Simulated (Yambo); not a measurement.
# PbS (Galena) (Fm-3m) in Yambo: a series of runs

One crystal, PbS (Galena), is run at these levels: PBE, PBEsol; tasks: energy-loss spectrum, optical spectrum.

Program: Yambo 5.3.0. These are calculated values, not measurements. Logs are shortened: lines on timing, memory, paths and dates and some standing lists are left out, and cuts for length are marked.

### 1 The structure

The structure is cubic, space group Fm-3m (No. 225). The conventional cell has a = 5.931 Å, b = 5.931 Å, c = 5.931 Å, α = 90.00°, β = 90.00°, γ = 90.00°. Pb (site symmetry m-3m) is surrounded by 6 S at 2.97 Å. S (site symmetry m-3m) is surrounded by 6 Pb at 2.97 Å.

### 2 Energy-loss spectrum, PBE

File eels4.in:

```
optics
chi
Chimod= "HARTREE"
% BndsRnXd
 1 | 40 |
%
NGsBlkXd= 3 Ry
% LongDrXd
 1 | 1 | 1 |
%
% QpntsRXd
 6 | 6 |
%
% EnRngeXd
 0 | 50 | eV
%
% DmRngeXd
 0.3 | 0.3 | eV
%
ETStpsXd= 250
```

File scf.in:

```
&CONTROL
  calculation = 'scf'
  prefix = 'pwscf'
  outdir = './tmp'
  pseudo_dir = './pseudo'
/
&SYSTEM
  ibrav = 0
  nat = 2
  ntyp = 2
  ecutwfc = 56
  nbnd = 16
  occupations = 'smearing'
  smearing = 'fd'
  degauss = 0.00367493
  force_symmorphic = .true.
/
&ELECTRONS
  conv_thr = 4d-10
  electron_maxstep = 120
  mixing_beta = 0.5
/
ATOMIC_SPECIES
Pb   207.2000 Pb.upf
S     32.0600 S.upf
CELL_PARAMETERS angstrom
   0.0000000000    2.9657500000    2.9657500000
   2.9657500000    0.0000000000    2.9657500000
   2.9657500000    2.9657500000    0.0000000000
ATOMIC_POSITIONS crystal
Pb     0.0000000000    0.0000000000    0.0000000000
S      0.5000000000    0.5000000000    0.5000000000
K_POINTS automatic
12 12 12 0 0 0
```

File nscf.in:

```
&CONTROL
  calculation = 'nscf'
  prefix = 'pwscf'
  outdir = './tmp'
  pseudo_dir = './pseudo'
/
&SYSTEM
  ibrav = 0
  nat = 2
  ntyp = 2
  ecutwfc = 56
  nbnd = 40
  occupations = 'fixed'
  force_symmorphic = .true.
/
&ELECTRONS
  conv_thr = 1d-08
  diago_full_acc = .true.
  diago_thr_init = 1d-06
/
ATOMIC_SPECIES
Pb   207.2000 Pb.upf
S     32.0600 S.upf
CELL_PARAMETERS angstrom
   0.0000000000    2.9657500000    2.9657500000
   2.9657500000    0.0000000000    2.9657500000
   2.9657500000    2.9657500000    0.0000000000
ATOMIC_POSITIONS crystal
Pb     0.0000000000    0.0000000000    0.0000000000
S      0.5000000000    0.5000000000    0.5000000000
K_POINTS automatic
12 12 12 0 0 0
```

Potentials or basis: PseudoDojo 0.4.1 SR PBE standard.

The run is started by

```console
$ OMP_NUM_THREADS=1 pw.x -in scf.in > scf.out
$ OMP_NUM_THREADS=1 pw.x -in nscf.in > nscf.out
$ cd tmp/pwscf.save; p2y; mv SAVE ../..; cd ../..
$ OMP_NUM_THREADS=1 yambo
$ OMP_NUM_THREADS=1 yambo -F eels4.in -J eels4 -C eels4_out
```

Yambo's report:

```text
[... sections 02.01 to 02.04 as in the set-up run ...]

  [02.05] Energies & Occupations
  ==============================

  [X] === General ===
  [X] Electronic Temperature                        :  0.000000  0.000000 [eV K]
  [X] Bosonic    Temperature                        :  0.000000  0.000000 [eV K]
  [X] Finite Temperature mode                       : no
  [X] El. density                                   :  0.38335E+24 [cm-3]
  [X] Fermi Level                                   :  8.707507 [eV]

  [X] === Gaps and Widths ===
  [X] Conduction Band Min                           :  0.369047 [eV]
  [X] Valence Band Max                              :  0.000000 [eV]
  [X] Filled Bands                                  :  10
  [X] Empty Bands                                   :   11   40
  [X] Direct Gap                                    :  0.369047 [eV]
  [X] Direct Gap localized at k                     :   7
  [X] Indirect Gap                                  :  0.369047 [eV]
  [X] Indirect Gap between kpts                     :   7   7
  [X] Last valence band width                       :  3.435674 [eV]
  [X] 1st conduction band width                     :  4.841148 [eV]

 [03] Transferred momenta grid and indexing
 ==========================================

 IBZ Q-points                                      :   72
 BZ  Q-points                                      :  1728

 K/Q-points units:
 rlu = crystal or reduced units; cc = cartesian coordinates; iku = interal k-units

 Q [ 1]         [rlu]:  0.000000  0.000000  0.000000
 Q [ 2]         [rlu]: -0.18756E-17 -0.18756E-17  0.83333E-01
 Q [ 3]         [rlu]: -0.37512E-17 -0.37512E-17  0.16667
 Q [ 4]         [rlu]:  0.43103E-17  0.43103E-17  0.25000
 Q [ 5]         [rlu]: -0.75025E-17 -0.75025E-17  0.33333
 Q [ 6]         [rlu]:  0.11439E-16  0.11439E-16  0.41667
 Q [ 7]         [rlu]: -0.86205E-17 -0.86205E-17 -0.50000
 Q [ 8]         [rlu]: -0.15141E-16  0.83333E-01  0.83333E-01
 Q [ 9]         [rlu]: -0.15753E-16  0.83333E-01  0.16667
 Q [10]         [rlu]: -0.37512E-17  0.83333E-01  0.25000
 Q [11]         [rlu]:  0.43103E-17  0.83333E-01  0.33333
 Q [12]         [rlu]: -0.45042E-17  0.83333E-01  0.41667
 Q [13]         [rlu]: -0.22314E-16  0.83333E-01  0.50000
 Q [14]         [rlu]:  0.33724E-17  0.83333E-01 -0.41667
 Q [15]         [rlu]:  0.43240E-17  0.83333E-01 -0.33333
[... 33 lines left out ...]
 Q [49]         [rlu]:  0.083333  0.250000  0.333333
 Q [50]         [rlu]:  0.083333  0.250000  0.416667

 Remaining 22 points informations can be written running with -fatlog

 [04] Optics
 ===========

 [WF-X loader] Normalization (few states)  min/max  :  0.45518E-17   1.0000

 [X-CG] R(p) Tot o/o(of R):    60309   518400      100
```

Wall time 2.3 min (1 thread of Intel Xeon 6975P-C (Granite Rapids), shared host); peak memory 0.69 GiB.

What came out:

```
Band gap on the k mesh, mean-field level : 0.37 eV, direct
Peak of the energy-loss function         : 22.7 eV
```

Energy-loss function at q = [0.0, 0.0, 0.41667] (reciprocal lattice):
| energy (eV) | loss |
| --- | --- |
| 0.0 | 0.007 |
| 2.2 | 0.014 |
| 4.4 | 0.047 |
| 6.4 | 0.117 |
| 8.6 | 0.552 |
| 10.8 | 0.516 |
| 13.1 | 0.548 |
| 15.3 | 0.852 |
| 17.5 | 0.822 |
| 19.5 | 0.860 |
| 21.7 | 1.062 |
| 23.9 | 1.137 |
| 26.1 | 0.643 |
| 28.3 | 0.477 |
| 30.5 | 0.250 |
| 32.5 | 0.257 |
| 34.7 | 0.248 |
| 36.9 | 0.196 |
| 39.2 | 0.173 |
| 41.4 | 0.205 |
| 43.6 | 0.296 |
| 45.6 | 0.260 |
| 47.8 | 0.239 |
| 50.0 | 0.206 |

Caveat: spin-orbit coupling is left out, which as a rule narrows the gap of such compounds by several tenths of an eV.

### 3 Energy-loss spectrum, PBE

File eels5.in:

```
optics
chi
Chimod= "HARTREE"
% BndsRnXd
 1 | 40 |
%
NGsBlkXd= 3 Ry
% LongDrXd
 1 | 1 | 1 |
%
% QpntsRXd
 7 | 7 |
%
% EnRngeXd
 0 | 50 | eV
%
% DmRngeXd
 0.3 | 0.3 | eV
%
ETStpsXd= 250
```

scf.in is that of step 2.

nscf.in is that of step 2.

Potentials or basis: PseudoDojo 0.4.1 SR PBE standard.

The run is started by

```console
$ OMP_NUM_THREADS=1 pw.x -in scf.in > scf.out
$ OMP_NUM_THREADS=1 pw.x -in nscf.in > nscf.out
$ cd tmp/pwscf.save; p2y; mv SAVE ../..; cd ../..
$ OMP_NUM_THREADS=1 yambo
$ OMP_NUM_THREADS=1 yambo -F eels5.in -J eels5 -C eels5_out
```

Yambo's report:

```text
[... sections 02.01 to 02.04 as in the set-up run ...]

  [02.05] Energies & Occupations
  ==============================

  [X] === General ===
  [X] Electronic Temperature                        :  0.000000  0.000000 [eV K]
  [X] Bosonic    Temperature                        :  0.000000  0.000000 [eV K]
  [X] Finite Temperature mode                       : no
  [X] El. density                                   :  0.38335E+24 [cm-3]
  [X] Fermi Level                                   :  8.707507 [eV]

  [X] === Gaps and Widths ===
  [X] Conduction Band Min                           :  0.369047 [eV]
  [X] Valence Band Max                              :  0.000000 [eV]
  [X] Filled Bands                                  :  10
  [X] Empty Bands                                   :   11   40
  [X] Direct Gap                                    :  0.369047 [eV]
  [X] Direct Gap localized at k                     :   7
  [X] Indirect Gap                                  :  0.369047 [eV]
  [X] Indirect Gap between kpts                     :   7   7
  [X] Last valence band width                       :  3.435674 [eV]
  [X] 1st conduction band width                     :  4.841148 [eV]

 [03] Transferred momenta grid and indexing
 ==========================================

 IBZ Q-points                                      :   72
 BZ  Q-points                                      :  1728

 K/Q-points units:
 rlu = crystal or reduced units; cc = cartesian coordinates; iku = interal k-units

 Q [ 1]         [rlu]:  0.000000  0.000000  0.000000
 Q [ 2]         [rlu]: -0.18756E-17 -0.18756E-17  0.83333E-01
 Q [ 3]         [rlu]: -0.37512E-17 -0.37512E-17  0.16667
 Q [ 4]         [rlu]:  0.43103E-17  0.43103E-17  0.25000
 Q [ 5]         [rlu]: -0.75025E-17 -0.75025E-17  0.33333
 Q [ 6]         [rlu]:  0.11439E-16  0.11439E-16  0.41667
 Q [ 7]         [rlu]: -0.86205E-17 -0.86205E-17 -0.50000
 Q [ 8]         [rlu]: -0.15141E-16  0.83333E-01  0.83333E-01
 Q [ 9]         [rlu]: -0.15753E-16  0.83333E-01  0.16667
 Q [10]         [rlu]: -0.37512E-17  0.83333E-01  0.25000
 Q [11]         [rlu]:  0.43103E-17  0.83333E-01  0.33333
 Q [12]         [rlu]: -0.45042E-17  0.83333E-01  0.41667
 Q [13]         [rlu]: -0.22314E-16  0.83333E-01  0.50000
 Q [14]         [rlu]:  0.33724E-17  0.83333E-01 -0.41667
 Q [15]         [rlu]:  0.43240E-17  0.83333E-01 -0.33333
[... 33 lines left out ...]
 Q [49]         [rlu]:  0.083333  0.250000  0.333333
 Q [50]         [rlu]:  0.083333  0.250000  0.416667

 Remaining 22 points informations can be written running with -fatlog

 [04] Optics
 ===========

 [WF-X loader] Normalization (few states)  min/max  :  0.45518E-17   1.0000

 [X-CG] R(p) Tot o/o(of R):    36908   518400      100
```

Wall time 2.2 min (1 thread of Intel Xeon 6975P-C (Granite Rapids), shared host); peak memory 0.69 GiB.

What came out:

```yaml
Band_gap_on_the_k_mesh_mean-field_level: 0.37 eV, direct
Peak_of_the_energy-loss_function: 23.3 eV
```

Energy-loss function at q = [0.0, 0.0, -0.5] (reciprocal lattice):
```csv
energy (eV),loss
0.0,0.007
2.2,0.012
4.4,0.046
6.4,0.122
8.6,0.451
10.8,0.477
13.1,0.473
15.3,0.675
17.5,0.700
19.5,0.841
21.7,1.061
23.9,1.274
26.1,0.710
28.3,0.508
30.5,0.267
32.5,0.264
34.7,0.253
36.9,0.197
39.2,0.168
41.4,0.198
43.6,0.283
45.6,0.251
47.8,0.232
50.0,0.205
```

Caveat: spin-orbit coupling is left out, which as a rule narrows the gap of such compounds by several tenths of an eV. A k mesh can miss the band edges.

### 4 Energy-loss spectrum, PBE

File eels6.in:

```
optics
chi
Chimod= "HARTREE"
% BndsRnXd
 1 | 40 |
%
NGsBlkXd= 3 Ry
% LongDrXd
 1 | 1 | 1 |
%
% QpntsRXd
 8 | 8 |
%
% EnRngeXd
 0 | 50 | eV
%
% DmRngeXd
 0.3 | 0.3 | eV
%
ETStpsXd= 250
```

scf.in is that of step 3.

nscf.in is that of step 3.

Potentials or basis: PseudoDojo 0.4.1 SR PBE standard.

The run is started by

```console
$ OMP_NUM_THREADS=1 pw.x -in scf.in > scf.out
$ OMP_NUM_THREADS=1 pw.x -in nscf.in > nscf.out
$ cd tmp/pwscf.save; p2y; mv SAVE ../..; cd ../..
$ OMP_NUM_THREADS=1 yambo
$ OMP_NUM_THREADS=1 yambo -F eels6.in -J eels6 -C eels6_out
```

Yambo's report:

```text
[... sections 02.01 to 02.04 as in the set-up run ...]

  [02.05] Energies & Occupations
  ==============================

  [X] === General ===
  [X] Electronic Temperature                        :  0.000000  0.000000 [eV K]
  [X] Bosonic    Temperature                        :  0.000000  0.000000 [eV K]
  [X] Finite Temperature mode                       : no
  [X] El. density                                   :  0.38335E+24 [cm-3]
  [X] Fermi Level                                   :  8.707507 [eV]

  [X] === Gaps and Widths ===
  [X] Conduction Band Min                           :  0.369047 [eV]
  [X] Valence Band Max                              :  0.000000 [eV]
  [X] Filled Bands                                  :  10
  [X] Empty Bands                                   :   11   40
  [X] Direct Gap                                    :  0.369047 [eV]
  [X] Direct Gap localized at k                     :   7
  [X] Indirect Gap                                  :  0.369047 [eV]
  [X] Indirect Gap between kpts                     :   7   7
  [X] Last valence band width                       :  3.435674 [eV]
  [X] 1st conduction band width                     :  4.841148 [eV]

 [03] Transferred momenta grid and indexing
 ==========================================

 IBZ Q-points                                      :   72
 BZ  Q-points                                      :  1728

 K/Q-points units:
 rlu = crystal or reduced units; cc = cartesian coordinates; iku = interal k-units

 Q [ 1]         [rlu]:  0.000000  0.000000  0.000000
 Q [ 2]         [rlu]: -0.18756E-17 -0.18756E-17  0.83333E-01
 Q [ 3]         [rlu]: -0.37512E-17 -0.37512E-17  0.16667
 Q [ 4]         [rlu]:  0.43103E-17  0.43103E-17  0.25000
 Q [ 5]         [rlu]: -0.75025E-17 -0.75025E-17  0.33333
 Q [ 6]         [rlu]:  0.11439E-16  0.11439E-16  0.41667
 Q [ 7]         [rlu]: -0.86205E-17 -0.86205E-17 -0.50000
 Q [ 8]         [rlu]: -0.15141E-16  0.83333E-01  0.83333E-01
 Q [ 9]         [rlu]: -0.15753E-16  0.83333E-01  0.16667
 Q [10]         [rlu]: -0.37512E-17  0.83333E-01  0.25000
 Q [11]         [rlu]:  0.43103E-17  0.83333E-01  0.33333
 Q [12]         [rlu]: -0.45042E-17  0.83333E-01  0.41667
 Q [13]         [rlu]: -0.22314E-16  0.83333E-01  0.50000
 Q [14]         [rlu]:  0.33724E-17  0.83333E-01 -0.41667
 Q [15]         [rlu]:  0.43240E-17  0.83333E-01 -0.33333
[... 33 lines left out ...]
 Q [49]         [rlu]:  0.083333  0.250000  0.333333
 Q [50]         [rlu]:  0.083333  0.250000  0.416667

 Remaining 22 points informations can be written running with -fatlog

 [04] Optics
 ===========

 [WF-X loader] Normalization (few states)  min/max  :  0.45518E-17   1.0000

 [X-CG] R(p) Tot o/o(of R):    52425   518400      100
```

o-eels6.eel_q8_inv_rpa_dyson:

```text
# Electron Energy Loss @ Q(8):  0.83333333E-01 -0.85022967E-17 -0.38763674E-17 [iku]
#
# [ X ] Hartree size                              :   51
# [GEN] GF Energies                               : Perdew, Burke & Ernzerhof(X)+Perdew, Burke & Ernzerhof(C)
# [GEN] Green`s Function                          : T-ordered
#
#    E[1] [eV]          Im(eel)            Re(eel)            Im(eel_o)          Re(eel_o)
#
        0.000000           0.006851          -0.088309           0.006313          -0.077925
        0.200803           0.006928          -0.087984           0.006379          -0.077636
        0.401606           0.007179          -0.087000           0.006591          -0.076759
        0.602410           0.007671          -0.085317           0.007007          -0.075263
        0.803213           0.008580          -0.082902           0.007769          -0.073117
        1.004016           0.010298          -0.079900           0.009198          -0.070435
[... 242 lines left out ...]
        49.79920           0.200598          -0.767738           0.751421          -1.617460
        50.00000           0.200945          -0.727563           0.683635          -1.737181
#
```

Run time: 2.4 min. Hardware: 1 thread of Intel Xeon 6975P-C (Granite Rapids), shared host; peak memory 0.69 GiB.

Results:

* Band gap on the k mesh, mean-field level: 0.37 eV, direct
* Peak of the energy-loss function: 14.9 eV

Energy-loss function at q = [0.0, 0.083333, 0.083333] (reciprocal lattice):
```json
{"energy (eV)": "0.0", "loss": "0.007"}
{"energy (eV)": "2.2", "loss": "0.022"}
{"energy (eV)": "4.4", "loss": "0.079"}
{"energy (eV)": "6.4", "loss": "0.228"}
{"energy (eV)": "8.6", "loss": "0.407"}
{"energy (eV)": "10.8", "loss": "0.640"}
{"energy (eV)": "13.1", "loss": "0.880"}
{"energy (eV)": "15.3", "loss": "1.619"}
{"energy (eV)": "17.5", "loss": "0.708"}
{"energy (eV)": "19.5", "loss": "0.739"}
{"energy (eV)": "21.7", "loss": "0.895"}
{"energy (eV)": "23.9", "loss": "0.691"}
{"energy (eV)": "26.1", "loss": "0.523"}
{"energy (eV)": "28.3", "loss": "0.563"}
{"energy (eV)": "30.5", "loss": "0.280"}
{"energy (eV)": "32.5", "loss": "0.263"}
{"energy (eV)": "34.7", "loss": "0.225"}
{"energy (eV)": "36.9", "loss": "0.190"}
{"energy (eV)": "39.2", "loss": "0.183"}
{"energy (eV)": "41.4", "loss": "0.216"}
{"energy (eV)": "43.6", "loss": "0.318"}
{"energy (eV)": "45.6", "loss": "0.282"}
{"energy (eV)": "47.8", "loss": "0.252"}
{"energy (eV)": "50.0", "loss": "0.201"}
```

Caveat: spin-orbit coupling is left out, which as a rule narrows the gap of such compounds by several tenths of an eV. A k mesh can miss the band edges.

(Continued in part 2 of 2.)
